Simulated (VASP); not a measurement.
# Ca (P6_3/mmc) in VASP: notebook

One crystal, Ca, is run at these levels: PBE; tasks: single point.

Program: VASP 6.6.1. These are calculated values, not measurements. Logs are shortened: lines on timing, memory, paths and dates and some standing lists are left out, and cuts for length are marked.

## 1. Starting point

The structure is hexagonal, space group P6_3/mmc (No. 194). The conventional cell has a = 3.980 Å, b = 3.980 Å, c = 6.520 Å, α = 90.00°, β = 90.00°, γ = 120.00°. Ca (site symmetry -6m2) has 12 Ca at 3.98 to 3.99 Å as nearest neighbours.

This isn't the form of Ca at room conditions, which is fcc.

## 2. Single point, PBE

Contents of INCAR:

```
  PREC = Accurate
  ENCUT = 460
  EDIFF = 1E-6
  ISMEAR = 1
  SIGMA = 0.1
  LREAL = F
  LASPH = T
  NELM = 100
  ALGO = Normal
  ISIF = 2
  LWAVE = F
  LCHARG = F
  GGA = PE
  NBANDS = 17
  ADDGRID = F
```

Contents of KPOINTS:

```
regular mesh
0
Gamma
  19 19 10
```

Contents of POSCAR:

```
Ca
1.0
    3.9800000000      0.0000000000      0.0000000000
   -1.9900000000      3.4467811071      0.0000000000
    0.0000000000      0.0000000000      6.5200000000
Ca
2
Direct
    0.6666666667      0.3333333333      0.7500000000
    0.3333333333      0.6666666667      0.2500000000
```

Potentials or basis: VASP PAW PBE potentials, release 64 (Ca_sv).

Command:

```sh
cat potpaw_PBE.64/Ca_sv/POTCAR > POTCAR
mpirun -np 1 vasp_std > vasp.out
```

OUTCAR:

```text
PREC = Accurate
   ENCUT = 460
   EDIFF = 1E-6
   ISMEAR = 1
   LREAL = F
   LASPH = T
   NELM = 100
   ISIF = 2
   GGA = PE

 Found    240 irreducible k-points:

 Following reciprocal coordinates:
            Coordinates               Weight
  0.000000  0.000000  0.000000      1.000000
  0.052632 -0.000000  0.000000      6.000000
  0.105263 -0.000000  0.000000      6.000000
  0.157895 -0.000000  0.000000      6.000000
  0.210526 -0.000000  0.000000      6.000000
  0.263158 -0.000000  0.000000      6.000000
   k-points           NKPTS =    240   k-points in BZ     NKDIM =    240   number of bands    NBANDS=     17
   number of dos      NEDOS =    301   number of ions     NIONS =      2
   total plane-waves  NPLWV =  37632
   dimension x,y,z NGX =    28 NGY =   28 NGZ =   48
   dimension x,y,z NGXF=    56 NGYF=   56 NGZF=   96
   ions per type =               2
   NGX,Y,Z   is equivalent  to a cutoff of  11.70, 11.70, 12.24 a.u.
   NGXF,Y,Z  is equivalent  to a cutoff of  23.39, 23.39, 24.48 a.u.
 SYSTEM =  unknown system
   PREC   = accura    normal or accurate (medium, high low for compatibility)
   ISTART =      0    job   : 0-new  1-cont  2-samecut
   ICHARG =      2    charge: 1-file 2-atom 10-const
   ISPIN  =      1    spin polarized calculation?
   LNONCOLLINEAR =      F non collinear calculations
   LSORBIT =      F    spin-orbit coupling
   LASPH  =      T    aspherical Exc in radial PAW
   ENCUT  =  460.0 eV  33.81 Ry    5.81 a.u.   6.96  6.96 11.40*2*pi/ulx,y,z
   NELM   =    100;   NELMIN=  2; NELMDL= -5     # of ELM steps
   EDIFF  = 0.1E-05   stopping-criterion for ELM
   LREAL  =      F    real-space projection
   EDIFFG = 0.1E-04   stopping-criterion for IOM
   NSW    =      0    number of steps for IOM
   IBRION =     -1    ionic relax: 0-MD 1-quasi-New 2-CG
   NFREE  =      0    steps in history (QN), initial steepest desc. (CG)
   ISIF   =      2    stress and relaxation
   ISYM   =      2    0-nonsym 1-usesym 2-fastsym
   POTIM  = 0.5000    time-step for ionic-motion
   TEBEG  =    0.0;   TEEND  =   0.0 temperature during run
   PSTRESS=    0.0 pullay stress
   NELECT =      20.0000    total number of electrons
   NUPDOWN=      -1.0000    fix difference up-down
   EMIN   =  10.00;   EMAX   =-10.00  energy-range for DOS
   EFERMI =   0.00;   METHOD = LEGACY
   ISMEAR =     1;   SIGMA  =   0.10  broadening in eV -4-tet -1-fermi 0-gaus
   EFERMI_NEDOS =   21; number of points for ismear=-14 and -15
   IALGO  =     38    algorithm
   IMIX   =      4    mixing-type and parameters
     AMIX     =   0.40;   BMIX     =  1.00
     AMIX_MAG =   1.60;   BMIX_MAG =  1.00
  volume/ion in A,a.u.               =      44.72       301.79
  Fermi-wavevector in a.u.,A,eV,Ry     =   0.993657  1.877740 13.433783  0.987355
  Thomas-Fermi vector in A             =   2.125555
   LORBIT       =      0    0 simple, 1 ext, 2 COOP (PROOUT), +10 PAW based schemes
   GGA     = PE    functional components
   LHFCALC =     F    Hartree Fock is set to
   AEXX    =    0.0000 exact exchange contribution
   IVDW    =     0    specifies the selected vdW correction
   LEPSILON=     F    determine dielectric tensor
   LRPA    =     F    only Hartree local field effects (RPA)
 non-spin polarized calculation
 Methfessel and Paxton  Order N= 1 SIGMA  =   0.10
  energy-cutoff  :      460.00
  volume of cell :       89.44
 maximum number of plane-waves:      2022
 NGX is ok and might be reduce to    28

 number of electron      20.0000001 magnetization

 Free energy of the ion-electron system (eV)
  ---------------------------------------------------
  ext. energy  EPLUGINS =         0.00000000
  ---------------------------------------------------
  free energy    TOTEN  =        -3.83954529 eV

  energy without entropy =       -3.84062542  energy(sigma->0) =       -3.83990533

 E-fermi :   1.8144     XC(G=0):  -7.5578

 val. band max:        1.8092518777   @ k =   0.2632   0.1053   0.0000
 cond. band min:       1.8199200230   @ k =   0.3158   0.3158   0.5000
 fundamental gap:      0.0106681453
 Fermi energy:         1.8144383193

 k-point     1 :       0.0000    0.0000    0.0000
  band No.  band energies     occupation
      1     -40.4078      2.00000
      2     -40.3977      2.00000
      3     -21.4356      2.00000
      4     -21.3487      2.00000
      5     -21.3487      2.00000
      6     -21.3333      2.00000
[... 9 lines left out ...]
     16       4.2714      0.00000
     17       4.6438      0.00000

 k-point     2 :       0.0526   -0.0000    0.0000
  band No.  band energies     occupation
      1     -40.4075      2.00000
      2     -40.3975      2.00000
      3     -21.4346      2.00000
      4     -21.3510      2.00000
      5     -21.3494      2.00000
      6     -21.3357      2.00000
[... 9 lines left out ...]
     16       4.3001      0.00000
     17       4.6048      0.00000

 k-point     3 :       0.1053   -0.0000    0.0000
  band No.  band energies     occupation
      1     -40.4068      2.00000
      2     -40.3972      2.00000
      3     -21.4317      2.00000
      4     -21.3576      2.00000
      5     -21.3515      2.00000
      6     -21.3425      2.00000
[... 9 lines left out ...]
     16       4.3848      0.00000
     17       4.4798      0.00000

 k-point     4 :       0.1579   -0.0000    0.0000
  band No.  band energies     occupation
      1     -40.4056      2.00000
      2     -40.3966      2.00000
      3     -21.4271      2.00000
      4     -21.3679      2.00000
      5     -21.3547      2.00000
      6     -21.3531      2.00000
[... 9 lines left out ...]
     16       4.3053      0.00000
     17       4.4461      0.00000

 k-point     5 :       0.2105   -0.0000    0.0000
  band No.  band energies     occupation
      1     -40.4042      2.00000
      2     -40.3960      2.00000
      3     -21.4210      2.00000
      4     -21.3808      2.00000
      5     -21.3660      2.00000
      6     -21.3586      2.00000
[... 9 lines left out ...]
     16       4.4327      0.00000
     17       4.4565      0.00000

 k-point     6 :       0.2632   -0.0000    0.0000
  band No.  band energies     occupation
      1     -40.4026      2.00000
      2     -40.3953      2.00000
      3     -21.4139      2.00000
      4     -21.3949      2.00000
      5     -21.3800      2.00000
      6     -21.3628      2.00000
[... 9 lines left out ...]
     16       4.6207      0.00000
     17       4.6713      0.00000

 [... further k-points ...]

------------------------ aborting loop because EDIFF is reached ----------------------------------------

  FORCE on cell =-STRESS in cart. coord.  units (eV):
  Direction    XX          YY          ZZ          XY          YZ          ZX
  --------------------------------------------------------------------------------------
  -------------------------------------------------------------------------------------
  Total       -0.5160926     -0.5160926     -0.3829803      0.0000000      0.0000000      0.0000000
  in kB       -9.2447213     -9.2447213     -6.8602921      0.0000000      0.0000000      0.0000000
  external PRESSURE =      -8.4499116 kB  Pullay stress =       0.0000000 kB

 VOLUME and BASIS-vectors are now :
 -----------------------------------------------------------------------------
  energy-cutoff  :      460.00
  volume of cell :       89.44
      direct lattice vectors                 reciprocal lattice vectors
     3.980000000  0.000000000  0.000000000     0.251256281  0.145062882  0.000000000
    -1.990000000  3.446781107  0.000000000     0.000000000  0.290125763  0.000000000
     0.000000000  0.000000000  6.520000000     0.000000000  0.000000000  0.153374233

 POSITION                                       TOTAL-FORCE (eV/Angst)
 -----------------------------------------------------------------------------------
      1.99000      1.14893      4.89000         0.000000      0.000000      0.000000
     -0.00000      2.29785      1.63000        -0.000000     -0.000000      0.000000
 -----------------------------------------------------------------------------------
    total drift:                                0.000000     -0.000000      0.000000

  FREE ENERGIE OF THE ION-ELECTRON SYSTEM (eV)
  ---------------------------------------------------
  free  energy   TOTEN  =        -3.8395452898 eV

  energy  without entropy=       -3.8406254214  energy(sigma->0) =       -3.83990533
```

Wall time 100 s (1 thread of Intel Xeon 6975P-C (Granite Rapids), shared host); peak memory 0.36 GiB.

These settings aren't checked as converged: the numbers below hold their error.

Results:

```
Free energy            : -3.8395 eV
Pressure               : -0.8 GPa
Band gap on the k mesh : none (metal or under the smearing width)
```

## 3. Single point, PBE

INCAR, as its differences from that of step 2:

```diff
@@ -1,3 +1,3 @@
   PREC = Accurate
-  ENCUT = 460
+  ENCUT = 650
   EDIFF = 1E-6
```

Contents of KPOINTS:

```
regular mesh
0
Gamma
  16 16 9
```

POSCAR is that of step 2.

Potentials or basis: VASP PAW PBE potentials, release 64 (Ca_sv).

Command:

```sh
cat potpaw_PBE.64/Ca_sv/POTCAR > POTCAR
mpirun -np 1 vasp_std > vasp.out
```

It took 2.4 min on 1 thread of Intel Xeon 6975P-C (Granite Rapids), shared host; peak memory 0.43 GiB.

These settings aren't checked as converged: the numbers below hold their error.

What came out:

```yaml
Free_energy: -3.8391 eV
Pressure: -0.8 GPa
Band_gap_on_the_k_mesh: none (metal or under the smearing width)
```

## 4. Single point, PBE

INCAR, as its differences from that of step 3:

```diff
@@ -1,3 +1,3 @@
   PREC = Accurate
-  ENCUT = 650
+  ENCUT = 520
   EDIFF = 1E-6
```

Contents of KPOINTS:

```
regular mesh
0
Gamma
  19 19 10
```

POSCAR is that of step 3.

Command:

```sh
cat potpaw_PBE.64/Ca_sv/POTCAR > POTCAR
mpirun -np 1 vasp_std > vasp.out
```

Run time: 2.6 min. Hardware: 1 thread of Intel Xeon 6975P-C (Granite Rapids), shared host; peak memory 0.43 GiB.

These settings aren't checked as converged: the numbers below hold their error.

Results:

```yaml
Free_energy: -3.8397 eV
Pressure: -0.8 GPa
Band_gap_on_the_k_mesh: none (metal or under the smearing width)
```

## 5. The reference run

An earlier run on the cell as given: functional PBE; potentials or basis VASP PAW PBE potentials, release 64 (Ca_sv); cutoff 520 eV; k mesh 8 × 8 × 4; occupations fermi-dirac, width 0.05 eV; no spin polarisation.

- Pressure: -0.8 GPa
- Band gap on the k mesh: none (metal or under the smearing width)
